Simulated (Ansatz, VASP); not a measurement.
One calculation of Bi, two programs

```xyz
1
Lattice="-1.8666 1.8666 1.8666 1.8666 -1.8666 1.8666 1.8666 1.8666 -1.8666" Properties=species:S:1:pos:R:3 pbc="T T T"
Bi    0.0000    0.0000    0.0000
```

Alike in both runs: functional LDA; k mesh 16 × 16 × 16; occupations fermi-dirac, width 0.1 eV; no spin polarisation.

Ansatz relaxed the structure, and its values are those at the end. VASP's run is a single point on that final structure, the one shown.

|  | VASP | Ansatz |
| --- | --- | --- |
| version | VASP 6.6.1 | Ansatz 0.2.0 |
| potentials or method | VASP PAW LDA potentials, release 64 (Bi_d) | scalar-relativistic, plane waves, PAW |
| plane-wave cutoff (eV) | 520 | 420 |
| valence electrons in the cell | 15 | 15 |

VASP gave:

| Item | Value |
| --- | --- |
| gap on the k mesh at the Fermi level (eV) | none |
| pressure (GPa) | 10.3 |

Problem. Estimate Ansatz's values.

Solution. gap on the k mesh at the Fermi level (eV): none; pressure (GPa): 10.1.

A gap of «none» marks a metal or a gap that the smearing closes.

Caveats: spin-orbit coupling is left out, which moves the levels of the heavy elements.
